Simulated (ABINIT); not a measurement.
A run of ABINIT 10.8.3 (patched build):

run.abi

```
pp_dirpath "./"
pseudos "52_Te_16_2.3_2.3_pbe_n_v1.0.psp8, 12_Mg_10_1.9_2.0_pbe_v1.0.psp8"

acell 8.6374403057 8.6374403057 8.6374403057
rprim
     0.0000000000     0.7071067812     0.7071067812
     0.7071067812     0.0000000000     0.7071067812
     0.7071067812     0.7071067812     0.0000000000
ntypat 2
znucl 52 12
natom 2
typat 1 2
xred
     0.2500000000     0.2500000000     0.2500000000
     0.0000000000     0.0000000000     0.0000000000

ecut 707.496042 eV

kptopt 1
ngkpt 3 3 3
nshiftk 1
shiftk 0.0 0.0 0.0

ixc 41
hyb_mixing 0.181

nband 15
occopt 1

nstep 60
diemac 6.0
toldfe 1.0e-7

iomode 3
prtwf 0
prtden 0
prteig 0
prtebands 0
```

Potentials or basis: SPMS NC PBE v1.0.

Launch:

```console
$ mpirun --bind-to none -np 4 abinit run.abi > log 2>&1
```

Hardware: 4 MPI ranks on Arm Neoverse V2, on a shared host.

Question: How long does it take, and how much memory?

Answer: Run time: 2.2 min on 4 MPI ranks on Arm Neoverse V2, on a shared host, peak memory 0.36 GiB a rank. Counts: scf iterations 11, mpi ranks 4, k points 4, bands 15, plane waves 2899.
